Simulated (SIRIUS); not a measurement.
Crystal: NaF (Villiaumite).

```
CELL_PARAMETERS angstrom
0.00000 2.32000 2.32000
2.32000 0.00000 2.32000
2.32000 2.32000 0.00000
ATOMIC_POSITIONS crystal
Na 0.00000 0.00000 0.00000
F 0.50000 0.50000 0.50000
```

Base run:

| Item | Value |
| --- | --- |
| Program | SIRIUS 7.12.0 |
| Functional | PBE |
| Potentials or basis | all-electron FP-LAPW |
| Cutoff | 273 eV |
| Basis | apw+lo standard |
| k mesh | 10 × 10 × 10 |
| Occupations | fermi-dirac, width 0.05 eV |
| Spin | no spin polarisation |

Its results: band gap on the k mesh 6.30 eV, direct.

Task: The run is repeated on the same cell with these changes: functional from PBE to PBEsol. What comes out?

Result: Band gap on the k mesh 6.17 eV, direct.

A k mesh can miss the band edges.

Not every run made on this cell is shown here.
